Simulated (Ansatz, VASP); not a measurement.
Given: the input of a run of VASP 6.6.1 on Cd.

INCAR

```
SYSTEM = Cd
ALGO = Normal
EDIFF = 1E-7
ENCUT = 520
GGA = PE
ISIF = 2
ISMEAR = -1
LASPH = .True.
LCHARG = .True.
LELF = .True.
LREAL = .False.
LVHAR = .True.
LWAVE = .False.
NBANDS = 12
NELM = 80
PREC = Accurate
SIGMA = 0.05
```

File KPOINTS:

```
k-points
0
Gamma
  10 10 10
  0 0 0
```

The input POSCAR:

```
Cd
1.0
   -0.0280460000      2.2259560000      2.2230910000
    2.1870850000     -0.0156480000      2.2106920000
    2.1879660000      2.2144370000     -0.0165280000
Cd
1
Direct
   -0.0083220000      0.0042220000     -0.0061630000
```

Potentials or basis: VASP PAW PBE potentials, release 64 (Cd).

The run is started by

```sh
$ cat potpaw_PBE.64/Cd/POTCAR > POTCAR
$ mpirun -np 1 vasp_std > vasp.out
```

**Question.** Translate it to Ansatz 0.2.0. Potentials there: Ansatz PAW.

**Answer.** As run (the cutoff follows the program's own potentials):

Contents of input.yaml:

```yaml
crystal:
  lattice:
    - [-0.028046, 2.225956, 2.223091]
    - [2.187085, -0.015648, 2.210692]
    - [2.187966, 2.214437, -0.016528]
  atoms:
    - { symbol: Cd, position: [-0.008322, 0.004222, -0.006163] }
hamiltonian:
  xc: pbe
  pseudopotentials: { kind: paw }
kpoints:
  mp_grid: { grid: [10, 10, 10] }
scf:
  occupations: { method: fermi_dirac, width: 0.05 }
output:
  forces: true
  stress: true
  eigenvalues: true
```

Potentials or basis: Ansatz PAW.

The run is started by

```bash
$ ansatz run input.yaml --threads 1 --pin off --max-ram 3584MiB --backend cpu --events-out ev --progress --plain --runs-dir out
```

Both were run:

|  | VASP | Ansatz | Ansatz less VASP |
| --- | --- | --- | --- |
| gap on the k mesh at the Fermi level (eV) | none | none | - |
| pressure (GPa) | 2.5 | 2.2 | -0.29 |
| largest component of the traceless stress (GPa) | 0.37 | 0.38 | +0.010 |

A gap of «none» marks a metal or a gap that the smearing closes. The functional is the same, so the differences come from potentials, cutoffs and numerics. The two sets of potentials don't hold the same shells in valence.
